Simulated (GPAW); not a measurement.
The system is InP.

```xyz
2
Lattice="4.1444 0.0000 0.0000 2.0722 3.5891 0.0000 2.0722 1.1964 3.3838" Properties=species:S:1:pos:R:3 pbc="T T T"
In    0.0000    0.0000    0.0000
P     6.2165    3.5891    2.5379
```

Program: GPAW 26.7.0. Alike in all runs: cell as given; k mesh 6 × 6 × 6; smearing fermi-dirac 0.05 eV.

Question: Order these runs on this cell by their band gap on the k mesh, lowest first.
A. level r2SCAN; potentials or basis GPAW PAW data sets (gpaw-data 1.2.1), pw; spin SOC, no magnetisation; cutoff (eV) 600; band path GXWKGLUWLK,UX; band points 100; spin axis theta (degrees) 90; spin axis phi (degrees) 0
B. level PBE; potentials or basis GPAW PAW data sets (gpaw-data 1.2.1), lcao:dzp; spin off; band path GXWKGLUWLK,UX; band points 100; grid spacing 0.16 Å
C. level vdW-DF2; potentials or basis GPAW PAW data sets (gpaw-data 1.2.1), pw; spin SOC, no magnetisation; cutoff (eV) 600; band path GXWKGLUWLK,UX; band points 60; spin axis theta (degrees) 0; spin axis phi (degrees) 0
D. level TB-mBJ; potentials or basis GPAW PAW data sets for LDA (gpaw-data 1.2.1), pw; spin off; cutoff (eV) 600

Answer: C (0.54 eV), B (0.75 eV), A (1.11 eV), D (1.66 eV).

Caveats: spin-orbit coupling is left out, which moves the levels of the heavy elements (some runs); spin-orbit coupling was added after a scalar SCF, so levels and gaps hold it while energy, forces, pressure and moments don't (some runs); this program's spin-orbit splittings come out too wide for heavy elements (some runs); the basis of atomic orbitals isn't converged, which shifts pressures, moduli and gaps (some runs); a model potential gives levels but no total energy (some runs).

A k mesh can miss the band edges.

Not every run made on this cell is shown here.
